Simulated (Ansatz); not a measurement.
**ZnO (P6_3mc): bands and what follows from them, part 1 of 2**

What do the bands of ZnO (P6_3mc) imply? The runs give effective masses and transport coefficients.

Method: DFT PBE, scalar-relativistic, plane waves, PAW, in Ansatz 0.2.0.

1 further run of the same task is left out (set aside as unsound or not needed).

## Step 1: The structure to begin with

Symmetry: P6_3mc, No. 186, hexagonal system. The conventional cell has a = 3.249 Å, b = 3.249 Å, c = 5.204 Å, α = 90.00°, β = 90.00°, γ = 120.00°. Zn (site symmetry 3m) has 4 O at 1.97 to 1.99 Å as nearest neighbours. Around O (site symmetry 3m) lie 4 Zn at 1.97 to 1.99 Å.

Structure file:

```
CELL_PARAMETERS angstrom
3.24940 0.00000 0.00000
-1.62470 2.81406 0.00000
0.00000 0.00000 5.20380
ATOMIC_POSITIONS crystal
Zn 0.33333 0.66667 0.00000
Zn 0.66667 0.33333 0.50000
O 0.33333 0.66667 0.38210
O 0.66667 0.33333 0.88210
```

The cell is the measured one, not relaxed. At PBE, an earlier run found 4.94 GPa for this cell of 11.896 Å³/atom (12×12×8 mesh), mesh gap 0.80 eV. The cell is compressed at this level.

## Step 2: Bands on a fine mesh

Input file input.yaml:

```yaml
crystal:
  lattice:
    - [3.2493988647, 0.0, 0.0]
    - [-1.6246994323, 2.8140619638, 0.0]
    - [0.0, 0.0, 5.2038002255]
  atoms:
    - { symbol: Zn, position: [0.3333333333, 0.6666666667, 0.0] }
    - { symbol: Zn, position: [0.6666666667, 0.3333333333, 0.5] }
    - { symbol: O, position: [0.3333333333, 0.6666666667, 0.3821] }
    - { symbol: O, position: [0.6666666667, 0.3333333333, 0.8821] }
basis:
  ecutwfc: 420
  ecutrho_ratio: 4
kpoints:
  mp_grid: { grid: [12, 12, 8] }
hamiltonian:
  xc: pbe
scf:
  occupations: { method: gaussian, width: 0.05 }
output:
  forces: true
  stress: true
  eigenvalues: true
  eigenstates:
    nscf_kmesh: { grid: [16, 16, 10] }
    de_dk: true
    e_range: [-2.5, 3.304392065251]
  write_density: true
  write_potential: true
  elf: true
  volumetric_format: npy
```

Command:

```bash
$ ansatz run input.yaml --threads 4 --pin off --max-ram 9216MiB --backend cpu --events-out ev --progress --plain --runs-dir out
```

Output:

```text
Warning: RAYON_NUM_THREADS=4 ignored (pool sized by the plan → 4); use --threads N
Engine: ansatz 0.2.0, x86_64-unknown-linux-gnu
Pseudopotentials: kind: paw
Pseudopotential: Zn, paw, valence charge 12, recommended cutoff 420 eV (normal), Zn.paw.azcp
Pseudopotential: O, paw, valence charge 6, recommended cutoff 420 eV (normal), O.paw.azcp
Functional definition: PBE
  parameter kappa = 0.804
  parameter beta = 0.06672455060314922
  exchange = pbe_x(kappa = kappa, mu = beta*pi^2/3)
  correlation = pbe_c(beta = beta)
Crystal: 4 atoms, lattice volume = 47.584 Å³
Basis set: ecut = 420 eV, 941 PW (Γ), exchange–correlation on 48×48×72 points (8 copies of the dense FFT grid, shifted against one another)
Bands: 22, of which v1, the nominal top of the filled ones, is band 18 counted from 1 (17 counted from 0)
Symmetry: 12 space group operations
Space group: P63mc (ITA 186), of the structure as read, at distance tolerance 3.6e-5 Å
k-points: 95 of 1152 (time reversal used)
Non-local potential: Zn, projectors of the file, l = 0: 2, l = 1: 2, l = 2: 3, l = 3: 1
Non-local potential: O, projectors of the file, l = 0: 2, l = 1: 2, l = 2: 1
PAW form: soft (Blöchl's): semilocal exchange-correlation on the pseudo side does not see the compensation charge
PAW one-centre angular grid: Zn, 590 points (default); XC on 64 Gauss nodes
PAW one-centre angular grid: O, 110 points (default); XC on 64 Gauss nodes
Initial density: superposition of atomic densities (neutral atoms: chi_scale 0, normalization atom), corrected by the library's trained network
Initial wavefunctions: pseudopotential atomic-orbital guess
Functional: x = pbe(κ = 0.804, μ = 0.2195149727645171), c = pbe(β = 0.06672455060314922)
SCF iter   1: F=—  HF=-7773.665237 eV  |F-HF|=—  |Δ(HF+E_count)|=         —  Δρ=6.69e-4  dr2=6.41e-5  ethr=1.77e-3  ⟨swp⟩=6.2  Hψ=9236  notcnv=0
preconditioner: auto → Resta (q_TF=auto, 2.604 Å⁻¹)  ε∞=7.5  [insulator: Δε(μ)=0.806 eV  Ē_g=12.697 eV  σ=0.050 eV  W_gap=1.00  n_scr=22 (ndim 8)  ℏωp=32.3 eV  f_vac=0.036  D(μ)=0.00/eV (n_scr^D=0)  ε∞_Penn≈7.5]
SCF iter   2: F=—  HF=-7773.666550 eV  |F-HF|=—  |Δ(HF+E_count)|=   1.31e-3  Δρ=4.14e-4  dr2=2.78e-5  ethr=1.78e-7  ⟨swp⟩=2.9  Hψ=5447  notcnv=0
SCF iter   3: F=—  HF=-7773.666622 eV  |F-HF|=—  |Δ(HF+E_count)|=   7.15e-5  Δρ=2.44e-4  dr2=1.26e-5  ethr=7.73e-8  ⟨swp⟩=2.0  Hψ=3606  notcnv=0
SCF iter   4: F=—  HF=-7773.666666 eV  |F-HF|=—  |Δ(HF+E_count)|=   4.43e-5  Δρ=8.97e-5  dr2=2.02e-6  ethr=3.50e-8  ⟨swp⟩=2.0  Hψ=3602  notcnv=0
SCF iter   5: F=—  HF=-7773.666671 eV  |F-HF|=—  |Δ(HF+E_count)|=   4.39e-6  Δρ=2.39e-5  dr2=1.84e-7  ethr=5.61e-9  ⟨swp⟩=2.0  Hψ=3649  notcnv=0
SCF iter   6: F=—  HF=-7773.666671 eV  |F-HF|=—  |Δ(HF+E_count)|=   3.46e-7  Δρ=1.44e-5  dr2=7.80e-8  ethr=5.10e-10  ⟨swp⟩=2.0  Hψ=3652  notcnv=0
SCF iter   7: F=—  HF=-7773.666671 eV  |F-HF|=—  |Δ(HF+E_count)|=   7.70e-8  Δρ=3.47e-6  dr2=4.62e-9  ethr=2.17e-10  ⟨swp⟩=2.0  Hψ=3671  notcnv=0
SCF iter   8: F=—  HF=-7773.666671 eV  |F-HF|=—  |Δ(HF+E_count)|=   5.11e-9  Δρ=9.14e-7  dr2=4.26e-10  ethr=1.28e-11  ⟨swp⟩=2.0  Hψ=3486  notcnv=0
SCF iter   9: F=—  HF=-7773.666671 eV  |F-HF|=—  |Δ(HF+E_count)|=  3.39e-10  Δρ=1.84e-7  dr2=1.41e-11  ethr=1.18e-12  ⟨swp⟩=2.0  Hψ=3440  notcnv=0
SCF iter  10: F=-7773.666671 eV  HF=-7773.666671 eV  |F-HF|=2.73e-12  |Δ(HF+E_count)|=  1.91e-11  Δρ=4.25e-8  dr2=8.61e-13  ethr=1.00e-12  ⟨swp⟩=5.0  Hψ=9231  notcnv=0
SCF 1 converged in 10 iterations: F = -7773.666671 eV  dr2 = 8.61e-13
NSCF: frozen V_eff on 180 k-points
SCF converged after 10 iterations
Free energy (F): -7773.666671 eV
Harris-Foulkes:  -7773.666671 eV  (|F-HF|=2.73e-12)
Internal energy: -7773.666671 eV  (E = F + TS)
E sigma→0 (E₀):  -7773.666671 eV
Fermi energy:    7.633969 eV
--- Per-component energies (eV) ---
  E_band       = 65.762807
  E_kinetic    = 611.985054
  E_local      = -4002.929637  (includes V_loc(G=0)·N_el)
  E_nonlocal   = 1335.431411
  E_hartree    = 1645.360342
  E_xc         = -420.054399
  E_vxc        = -289.994463  (∫ρ·V_xc dr)
  E_paw        = -3980.534870  (= ΣΔE_a)
  E_vpaw       = -879.454455  (= ΣTr[D̂ρ^β])
  E_aug_tail   = 0.004231  (compensation charges beyond the density's cutoff)
  E_ewald      = -2962.928802
  E_smearing   = -0.000000  (= −TS)
  E_closure    = -0.000000  (closes the sum)
  Σ components = -7773.666671   (vs F -7773.666671, Δ=0.00e0)
--- Forces (eV/Å), atoms counted from 1 ---
  atom   1  Zn     0.00000000    -0.00000000     0.03128459
  atom   2  Zn    -0.00000000     0.00000000     0.03128459
  atom   3  O     -0.00000000     0.00000000    -0.03128350
  atom   4  O      0.00000000    -0.00000000    -0.03128350
  max |Σ_I F_I| component: 2.19e-6 eV/Å
--- Stress (GPa, compression-positive) ---
        4.841702      -0.000000       0.000000
       -0.000000       4.841702      -0.000000
        0.000000       0.000000       5.152684
  P = ⅓ Tr σ = 4.9454 GPa (49.454 kbar)
--- Band table (eV; the first three rows and the last of 95) ---
  k-point 0: bands = ["-10.8487", "-10.1169", "1.5155", "1.5155", "1.6020", "1.6354", "1.6996", "1.6996", "2.7016", "2.7016", "2.9135", "2.9135", "3.1998", "6.4454", "6.4454", "7.1355", "7.2307", "7.2307", "8.0351", "12.4418", "15.4846", "20.0976"]
  k-point 1: bands = ["-10.8223", "-10.1463", "1.5187", "1.5187", "1.5603", "1.5719", "1.6885", "1.6885", "2.7128", "2.7128", "2.9091", "2.9091", "3.3845", "6.4759", "6.4759", "6.7735", "7.2010", "7.2010", "8.4507", "12.3117", "15.5996", "20.0975"]
  k-point 2: bands = ["-10.7466", "-10.2293", "1.4280", "1.4943", "1.5300", "1.5300", "1.6591", "1.6591", "2.7436", "2.7436", "2.8946", "2.8946", "3.8317", "6.1963", "6.5625", "6.5625", "7.1179", "7.1179", "9.1686", "11.9433", "15.9435", "19.5888"]
  k-point 94: bands = ["-9.9857", "-9.9857", "1.5091", "1.5091", "1.7478", "1.7478", "2.2752", "2.2752", "2.7106", "2.7106", "3.2295", "3.2295", "3.5264", "3.5264", "4.5210", "4.5210", "6.0132", "6.0132", "15.2487", "15.2487", "15.2766", "15.2766"]
--- Fermi surface from the table of eigenstates not read: on its mesh, or on one of the eight of every second point, the electrons fill whole bands (an insulator's do; a metal wants a denser output.eigenstates.nscf_kmesh) ---
```

Wall time 4.3 s (4 threads of Intel Xeon Platinum 8488C (Sapphire Rapids), shared host); peak memory 0.5 GiB.

Read off: volume 11.896 Å³/atom, pressure 4.95 GPa, mesh gap 0.80 eV.

Density in a lattice plane of the grid's cell (edges 3.25 and 5.20 Å, at 0.333 of the third edge), which holds Zn and O.

Ten even steps from '0' (0.05 e/Å³) to '9' (35.33 e/Å³):
```
00000000011000
00000000111100
00000000111100
00000000011000
00000000000000
00000000000000
00000000000000
00000000010000
00000000254100
00000001498200
00000000254100
00000000010000
00000000000000
00000000000000
00000000000000
00000000000000
00000000000000
00000000000000
00000000000000
00000000000000
```
Columns run along the first of these edges and rows up along the second, over one cell in 14 and 20 even steps from the bottom left corner. Atoms in the plane (fractional): Zn at (0.67, 0.50), O at (0.67, 0.88).

ELF in the same plane.

Ten even steps from '0' (0.00) to '9' (0.80):
```
21111379988996
31111489845897
31112589856998
31011479999996
20001257999874
10000123344322
10000111111111
11111111000111
11221110000011
13442110000011
24654210000011
35765211000111
36665311222111
35554311111111
23332110011001
11111100000000
11111000000000
11111112333221
11221135787642
11221258999974
```
Columns run along the first of these edges and rows up along the second, over one cell in 14 and 20 even steps from the bottom left corner. Atoms in the plane (fractional): Zn at (0.67, 0.50), O at (0.67, 0.88).

Both are smooth fields of the valence electrons: close to the nuclei they are not physical.

The highest ELF values outside the cores: 0.83 in the shell around O, 0.6 Å from O.

## Step 3: Levels about the band edges

Changes to input.yaml since step 2:

```diff
@@ -24,8 +24,34 @@
   eigenstates:
-    nscf_kmesh: { grid: [16, 16, 10] }
+    kpoints:
+      - [0.0, 0.0, 0.0]
+      - [0.006205895, -0.003102947, 0.0]
+      - [-0.006205895, 0.003102947, 0.0]
+      - [0.0, 0.005374462, 0.0]
+      - [0.0, -0.005374462, 0.0]
+      - [0.0, 0.0, 0.009938526]
+      - [0.0, 0.0, -0.009938526]
+      - [0.00438823, 0.001606204, 0.0]
+      - [-0.00438823, -0.001606204, 0.0]
+      - [0.00438823, -0.002194115, 0.007027599]
+      - [-0.00438823, 0.002194115, -0.007027599]
+      - [0.0, 0.003800319, 0.007027599]
+      - [0.0, -0.003800319, -0.007027599]
+      - [0.003582975, 0.00131146, 0.005738011]
+      - [-0.003582975, -0.00131146, -0.005738011]
+      - [0.0, 0.0, 0.0]
+      - [0.006205895, -0.003102947, 0.0]
+      - [-0.006205895, 0.003102947, 0.0]
+      - [0.0, 0.005374462, 0.0]
+      - [0.0, -0.005374462, 0.0]
+      - [0.0, 0.0, 0.009938526]
+      - [0.0, 0.0, -0.009938526]
+      - [0.00438823, 0.001606204, 0.0]
+      - [-0.00438823, -0.001606204, 0.0]
+      - [0.00438823, -0.002194115, 0.007027599]
+      - [-0.00438823, 0.002194115, -0.007027599]
+      - [0.0, 0.003800319, 0.007027599]
+      - [0.0, -0.003800319, -0.007027599]
+      - [0.003582975, 0.00131146, 0.005738011]
+      - [-0.003582975, -0.00131146, -0.005738011]
     de_dk: true
-    e_range: [-2.5, 3.304392065251]
-  write_density: true
-  write_potential: true
-  elf: true
-  volumetric_format: npy
+    e_range: [-1.003227136203, 1.001088673935]
```

Command:

```bash
$ ansatz run input.yaml --threads 4 --pin off --max-ram 9216MiB --backend cpu --events-out ev --progress --plain --runs-dir out
```

Output:

```text
Warning: RAYON_NUM_THREADS=4 ignored (pool sized by the plan → 4); use --threads N
[... 9 set-up lines as earlier in the session ...]
Crystal: 4 atoms, lattice volume = 47.584 Å³
Basis set: ecut = 420 eV, 941 PW (Γ), exchange–correlation on 48×48×72 points (8 copies of the dense FFT grid, shifted against one another)
Bands: 22, of which v1, the nominal top of the filled ones, is band 18 counted from 1 (17 counted from 0)
[... 2 set-up lines as earlier in the session ...]
k-points: 95 of 1152 (time reversal used)
[... 8 set-up lines as earlier in the session ...]
SCF iter   1: F=—  HF=-7773.665237 eV  |F-HF|=—  |Δ(HF+E_count)|=         —  Δρ=6.69e-4  dr2=6.41e-5  ethr=1.77e-3  ⟨swp⟩=6.2  Hψ=9236  notcnv=0
preconditioner: auto → Resta (q_TF=auto, 2.604 Å⁻¹)  ε∞=7.5  [insulator: Δε(μ)=0.806 eV  Ē_g=12.697 eV  σ=0.050 eV  W_gap=1.00  n_scr=22 (ndim 8)  ℏωp=32.3 eV  f_vac=0.036  D(μ)=0.00/eV (n_scr^D=0)  ε∞_Penn≈7.5]
SCF iter   2: F=—  HF=-7773.666550 eV  |F-HF|=—  |Δ(HF+E_count)|=   1.31e-3  Δρ=4.14e-4  dr2=2.78e-5  ethr=1.78e-7  ⟨swp⟩=2.9  Hψ=5447  notcnv=0
SCF iter   3: F=—  HF=-7773.666622 eV  |F-HF|=—  |Δ(HF+E_count)|=   7.15e-5  Δρ=2.44e-4  dr2=1.26e-5  ethr=7.73e-8  ⟨swp⟩=2.0  Hψ=3606  notcnv=0
SCF iter   4: F=—  HF=-7773.666666 eV  |F-HF|=—  |Δ(HF+E_count)|=   4.43e-5  Δρ=8.97e-5  dr2=2.02e-6  ethr=3.50e-8  ⟨swp⟩=2.0  Hψ=3602  notcnv=0
SCF iter   5: F=—  HF=-7773.666671 eV  |F-HF|=—  |Δ(HF+E_count)|=   4.39e-6  Δρ=2.39e-5  dr2=1.84e-7  ethr=5.61e-9  ⟨swp⟩=2.0  Hψ=3649  notcnv=0
SCF iter   6: F=—  HF=-7773.666671 eV  |F-HF|=—  |Δ(HF+E_count)|=   3.46e-7  Δρ=1.44e-5  dr2=7.80e-8  ethr=5.10e-10  ⟨swp⟩=2.0  Hψ=3652  notcnv=0
SCF iter   7: F=—  HF=-7773.666671 eV  |F-HF|=—  |Δ(HF+E_count)|=   7.70e-8  Δρ=3.47e-6  dr2=4.62e-9  ethr=2.17e-10  ⟨swp⟩=2.0  Hψ=3671  notcnv=0
SCF iter   8: F=—  HF=-7773.666671 eV  |F-HF|=—  |Δ(HF+E_count)|=   5.11e-9  Δρ=9.14e-7  dr2=4.26e-10  ethr=1.28e-11  ⟨swp⟩=2.0  Hψ=3486  notcnv=0
SCF iter   9: F=—  HF=-7773.666671 eV  |F-HF|=—  |Δ(HF+E_count)|=  3.39e-10  Δρ=1.84e-7  dr2=1.41e-11  ethr=1.18e-12  ⟨swp⟩=2.0  Hψ=3440  notcnv=0
SCF iter  10: F=-7773.666671 eV  HF=-7773.666671 eV  |F-HF|=2.73e-12  |Δ(HF+E_count)|=  1.91e-11  Δρ=4.25e-8  dr2=8.61e-13  ethr=1.00e-12  ⟨swp⟩=5.0  Hψ=9231  notcnv=0
SCF 1 converged in 10 iterations: F = -7773.666671 eV  dr2 = 8.61e-13
NSCF: frozen V_eff on 30 k-points
SCF converged after 10 iterations
Free energy (F): -7773.666671 eV
Harris-Foulkes:  -7773.666671 eV  (|F-HF|=2.73e-12)
Internal energy: -7773.666671 eV  (E = F + TS)
E sigma→0 (E₀):  -7773.666671 eV
Fermi energy:    7.633969 eV
--- Per-component energies (eV) ---
  E_band       = 65.762807
  E_kinetic    = 611.985054
  E_local      = -4002.929637  (includes V_loc(G=0)·N_el)
  E_nonlocal   = 1335.431411
  E_hartree    = 1645.360342
  E_xc         = -420.054399
  E_vxc        = -289.994463  (∫ρ·V_xc dr)
  E_paw        = -3980.534870  (= ΣΔE_a)
  E_vpaw       = -879.454455  (= ΣTr[D̂ρ^β])
  E_aug_tail   = 0.004231  (compensation charges beyond the density's cutoff)
  E_ewald      = -2962.928802
  E_smearing   = -0.000000  (= −TS)
  E_closure    = -0.000000  (closes the sum)
  Σ components = -7773.666671   (vs F -7773.666671, Δ=0.00e0)
--- Forces (eV/Å), atoms counted from 1 ---
  atom   1  Zn     0.00000000    -0.00000000     0.03128459
  atom   2  Zn    -0.00000000     0.00000000     0.03128459
  atom   3  O     -0.00000000     0.00000000    -0.03128350
  atom   4  O      0.00000000    -0.00000000    -0.03128350
  max |Σ_I F_I| component: 2.19e-6 eV/Å
--- Stress (GPa, compression-positive) ---
        4.841702      -0.000000       0.000000
       -0.000000       4.841702      -0.000000
        0.000000       0.000000       5.152684
  P = ⅓ Tr σ = 4.9454 GPa (49.454 kbar)
--- Band table (eV; the first three rows and the last of 95) ---
  k-point 0: bands = ["-10.8487", "-10.1169", "1.5155", "1.5155", "1.6020", "1.6354", "1.6996", "1.6996", "2.7016", "2.7016", "2.9135", "2.9135", "3.1998", "6.4454", "6.4454", "7.1355", "7.2307", "7.2307", "8.0351", "12.4418", "15.4846", "20.0976"]
  k-point 1: bands = ["-10.8223", "-10.1463", "1.5187", "1.5187", "1.5603", "1.5719", "1.6885", "1.6885", "2.7128", "2.7128", "2.9091", "2.9091", "3.3845", "6.4759", "6.4759", "6.7735", "7.2010", "7.2010", "8.4507", "12.3117", "15.5996", "20.0975"]
  k-point 2: bands = ["-10.7466", "-10.2293", "1.4280", "1.4943", "1.5300", "1.5300", "1.6591", "1.6591", "2.7436", "2.7436", "2.8946", "2.8946", "3.8317", "6.1963", "6.5625", "6.5625", "7.1179", "7.1179", "9.1686", "11.9433", "15.9435", "19.5888"]
  k-point 94: bands = ["-9.9857", "-9.9857", "1.5091", "1.5091", "1.7478", "1.7478", "2.2752", "2.2752", "2.7106", "2.7106", "3.2295", "3.2295", "3.5264", "3.5264", "4.5210", "4.5210", "6.0132", "6.0132", "15.2487", "15.2487", "15.2766", "15.2766"]
```

It took 2.6 s on 4 threads of Intel Xeon Platinum 8488C (Sapphire Rapids), shared host; peak memory 0.5 GiB.

Read off: volume 11.896 Å³/atom, pressure 4.95 GPa, mesh gap 0.80 eV.

## Step 4: Masses at the band edges

Effective masses from the curvatures, in electron masses (holes for the valence edge):

```
      edge  band from the edge  degeneracy     x     y     z  [110]  [111]
   valence                   1           2  2.53  2.53  2.95   2.53   2.66
   valence                   2           2  0.16  0.16  2.95   0.16   0.24
   valence                   3           1  2.46  2.46  0.16   2.46   0.43
conduction                   1           1  0.15  0.15  0.15   0.15   0.15
```

The edges lie at k = (0.00, 0.00, 0.00) and (0.00, 0.00, 0.00).

(Continued in part 2 of 2.)
